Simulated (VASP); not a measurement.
# AgCl (Chlorargyrite): how cutoff and mesh change the relaxed cell, part 2 of 2

Aim: test the relaxed volume of AgCl (Chlorargyrite) against cutoff and mesh. The starting structure is a measured crystal structure from the Crystallography Open Database.

VASP 6.6.1.

Results so far: reference 20.17 Å³ an atom; a cutoff of 260 eV 19.61 Å³ an atom; a 4×4×4 mesh 20.25 Å³ an atom.

The database entry behind the starting cell differs from later determinations by our own check (an axis about 1.4 % short against later determinations), so it need not match the best structure at ambient conditions.

## 5. Relaxation with a cutoff of 600 eV

Level of this step: PBEsol; plane waves and PAW (Ag, Cl) (VASP).

Against step 2 the input has ENCUT = 600.

Contents of INCAR:

```
SYSTEM = AgCl
PREC = Accurate
ENCUT = 600
EDIFF = 1E-06
NELM = 100
ISMEAR = 0
SIGMA = 0.03
LREAL = .FALSE.
ALGO = Normal
GGA = PS
NBANDS = 15
LORBIT = 11
LWAVE = .FALSE.
LCHARG = .FALSE.
KPAR = 2
IBRION = 2
NSW = 50
ISIF = 3
EDIFFG = -0.01
```

Contents of POSCAR:

```
AgCl
1.0
    0.0000000000      2.7350000000      2.7350000000
    2.7350000000      0.0000000000      2.7350000000
    2.7350000000      2.7350000000      0.0000000000
Ag Cl
1 1
Direct
    0.0000000000      0.0000000000      0.0000000000
    0.5000000000      0.5000000000      0.5000000000
```

Contents of KPOINTS:

```
Automatic mesh
0
Gamma
8 8 8
0 0 0
```

The projector-augmented-wave data sets are Ag and Cl (PBE family, release 64).

The run is started by

```
mpirun -np 2 vasp_std
```

The log of the run:

```text
[... set-up lines as in an earlier step ...]
 entering main loop
       N       E                     dE             d eps       ncg     rms          rms(c)
DAV:   1     0.108297505160E+03    0.10830E+03   -0.95892E+03   878   0.123E+03
DAV:   2    -0.208883426830E+01   -0.11039E+03   -0.10153E+03  1045   0.246E+02
DAV:   3    -0.619129100193E+01   -0.41025E+01   -0.40893E+01  1073   0.499E+01
DAV:   4    -0.622022880348E+01   -0.28938E-01   -0.28935E-01  1136   0.454E+00
[...]
DAV:  10    -0.606020781279E+01   -0.23649E-04   -0.36806E-05  1094   0.581E-02    0.126E-02
DAV:  11    -0.606021093849E+01   -0.31257E-05   -0.23961E-06  1080   0.131E-02    0.214E-03
DAV:  12    -0.606021095959E+01   -0.21103E-07   -0.17517E-07   631   0.361E-03
   1 F= -.60602110E+01 E0= -.60602110E+01  d E =-.606021E+01
[...]
N       E                     dE             d eps       ncg     rms          rms(c)
DAV:   1    -0.609619523107E+01   -0.35984E-01   -0.58072E-01   870   0.768E+00    0.125E+00
DAV:   2    -0.606369327309E+01    0.32502E-01   -0.82350E-02   870   0.322E+00    0.388E-01
DAV:   3    -0.606164577524E+01    0.20475E-02   -0.53612E-03  1038   0.535E-01    0.259E-01
DAV:   4    -0.606151174970E+01    0.13403E-03   -0.20890E-04  1052   0.111E-01    0.106E-01
DAV:   5    -0.606150548457E+01    0.62651E-05   -0.25363E-05   991   0.728E-02    0.150E-02
DAV:   6    -0.606150674357E+01   -0.12590E-05   -0.94091E-06  1059   0.338E-02    0.638E-03
DAV:   7    -0.606150630554E+01    0.43803E-06   -0.73372E-07   533   0.750E-03
   2 F= -.60615063E+01 E0= -.60615063E+01  d E =-.129535E-02
 trial-energy change:   -0.001295  1 .order   -0.001272   -0.002630    0.000086
 step:   0.9699(harm=  0.9684)  dis= 0.00000  next Energy=    -6.061508 (dE=-0.130E-02)
 reached required accuracy - stopping structural energy minimisation
```

The job ended after 30 s (2 MPI ranks of AMD EPYC 7R43, shared host; peak memory 0.32 GiB).

From OUTCAR (step 5):

```text
  Total        0.0062255      0.0062255      0.0062255      0.0000000      0.0000000     -0.0000000
  in kB        0.2471674      0.2471674      0.2471674      0.0000000      0.0000000     -0.0000000
  external PRESSURE =       0.2471674 kB  Pullay stress =       0.0000000 kB

 POSITION                                       TOTAL-FORCE (eV/Angst)
 -----------------------------------------------------------------------------------
      2.72242      2.72242      5.44485         0.000000      0.000000      0.000000
      2.72242      2.72242      2.72242        -0.000000     -0.000000     -0.000000
 -----------------------------------------------------------------------------------
    total drift:                               -0.000000     -0.000000     -0.000000

  FREE ENERGIE OF THE ION-ELECTRON SYSTEM (eV)
  ---------------------------------------------------
  free  energy   TOTEN  =        -6.0615063055 eV

  energy  without entropy=       -6.0615063055  energy(sigma->0) =       -6.06150631

[... 2 parts as in an earlier step ...]

[... 2 further parts left out ...]
[key lines of the parts left out:]
E-fermi :   4.6474
```

With a cutoff of 600 eV the cell ends at 20.177 Å³ an atom, +0.04 % from the reference.

## 6. Relaxation with a 10×10×10 mesh

Against step 2 the input has a 10×10×10 mesh.

INCAR, as its differences from that of step 5:

```diff
@@ -2,3 +2,3 @@
 PREC = Accurate
-ENCUT = 600
+ENCUT = 450
 EDIFF = 1E-06
```

POSCAR is that of step 5.

Contents of KPOINTS:

```
Automatic mesh
0
Gamma
10 10 10
0 0 0
```

The run is started by

```
mpirun -np 2 vasp_std
```

The log of the run:

```text
[... set-up lines as in an earlier step ...]
 entering main loop
       N       E                     dE             d eps       ncg     rms          rms(c)
DAV:   1     0.916339988081E+02    0.91634E+02   -0.80619E+03  1450   0.962E+02
DAV:   2    -0.293926414503E+01   -0.94573E+02   -0.87847E+02  1739   0.220E+02
DAV:   3    -0.619736943871E+01   -0.32581E+01   -0.32516E+01  1760   0.435E+01
DAV:   4    -0.622001953806E+01   -0.22650E-01   -0.22648E-01  1809   0.396E+00
[...]
DAV:  10    -0.606023136627E+01   -0.23374E-04   -0.36231E-05  1662   0.563E-02    0.133E-02
DAV:  11    -0.606023482226E+01   -0.34560E-05   -0.26549E-06  1767   0.137E-02    0.206E-03
DAV:  12    -0.606023483229E+01   -0.10028E-07   -0.17682E-07  1069   0.368E-03
   1 F= -.60602348E+01 E0= -.60602348E+01  d E =-.606023E+01
[...]
N       E                     dE             d eps       ncg     rms          rms(c)
DAV:   1    -0.609857780402E+01   -0.38343E-01   -0.61738E-01  1410   0.790E+00    0.130E+00
DAV:   2    -0.606393641327E+01    0.34641E-01   -0.87762E-02  1410   0.332E+00    0.401E-01
DAV:   3    -0.606176043939E+01    0.21760E-02   -0.56513E-03  1697   0.547E-01    0.268E-01
DAV:   4    -0.606161784410E+01    0.14260E-03   -0.21942E-04  1697   0.109E-01    0.110E-01
DAV:   5    -0.606161118658E+01    0.66575E-05   -0.26392E-05  1651   0.736E-02    0.152E-02
DAV:   6    -0.606161257202E+01   -0.13854E-05   -0.95390E-06  1697   0.334E-02    0.654E-03
DAV:   7    -0.606161212958E+01    0.44244E-06   -0.76181E-07   887   0.742E-03
   2 F= -.60616121E+01 E0= -.60616121E+01  d E =-.137730E-02
 trial-energy change:   -0.001377  1 .order   -0.001350   -0.002801    0.000101
 step:   0.9671(harm=  0.9653)  dis= 0.00000  next Energy=    -6.061614 (dE=-0.138E-02)
 reached required accuracy - stopping structural energy minimisation
```

It took 50 s on 2 MPI ranks; peak memory 0.27 GiB; 97 s of CPU time.

Parts of OUTCAR (step 6):

```text
  Total        0.0070780      0.0070780      0.0070780     -0.0000000      0.0000000      0.0000000
  in kB        0.2811365      0.2811365      0.2811365     -0.0000000      0.0000000      0.0000000
  external PRESSURE =       0.2811365 kB  Pullay stress =       0.0000000 kB

 POSITION                                       TOTAL-FORCE (eV/Angst)
 -----------------------------------------------------------------------------------
      2.72202      2.72202      0.00000         0.000000     -0.000000      0.000000
      2.72202      2.72202      2.72202        -0.000000      0.000000     -0.000000
 -----------------------------------------------------------------------------------
    total drift:                                0.000000      0.000000      0.000000

  FREE ENERGIE OF THE ION-ELECTRON SYSTEM (eV)
  ---------------------------------------------------
  free  energy   TOTEN  =        -6.0616121296 eV

  energy  without entropy=       -6.0616121296  energy(sigma->0) =       -6.06161213

[... 1 part as in an earlier step ...]

[... 3 further parts left out ...]
[key lines of the parts left out:]
E-fermi :   4.6199
```

With a 10×10×10 mesh the cell ends at 20.169 Å³ an atom, +0.00 % from the reference.

## 7. The runs compared

| run | volume (Å³/atom) | change (%) | pressure left (GPa) | core minutes |
| --- | --- | --- | --- | --- |
| reference | 20.169 | - | 0.03 | 1.0 |
| a cutoff of 260 eV | 19.61 | -2.77 | 0.02 | 0.807 |
| a 4×4×4 mesh | 20.248 | 0.39 | -0.02 | 0.207 |
| a cutoff of 600 eV | 20.177 | 0.04 | 0.02 | 1.0 |
| a 10×10×10 mesh | 20.169 | 0.0 | 0.03 | 1.67 |

Core minutes are wall time times ranks, summed over the relaxations behind a row (those for a bulk modulus apart), on shared hosts.

## 8. Results

```
volume of the reference                          : 20.17 Å³/atom
volume against the reference, a cutoff of 260 eV : -2.77 %
volume against the reference, a 4×4×4 mesh       : +0.39 %
volume against the reference, a cutoff of 600 eV : +0.04 %
volume against the reference, a 10×10×10 mesh    : +0.00 %
```

**Reading.** The volume moves most with a cutoff of 260 eV: -2.77 % against the reference (450 eV, 8×8×8 mesh). On finer settings it changes by +0.04 % with a cutoff of 600 eV and +0.00 % with a 10×10×10 mesh. The relaxations stop with up to 0.03 GPa left, which at a bulk modulus of 50 GPa, to name a scale, is 0.06 % of the volume. That understates it: a restart alone still moved the volume by up to 0.7 %. A cell that shrinks at the lower cutoff is the usual mark of Pulay stress, the error that a plane-wave basis makes when it is kept while the volume changes. Further runs on this material are not shown.

[Lines on the potential files, build, host, timing and source positions are cut from VASP's logs without a mark.]

[Logs are printed without paths, hosts, clocks, repeated set-up lines and the standing remarks that a program may print on its own settings, such as how far it seeks lower states.]

[Hosts, paths, dates, database ids (printed as entryN), source tags and the programs' standing remarks are cut or masked in the printed files.]
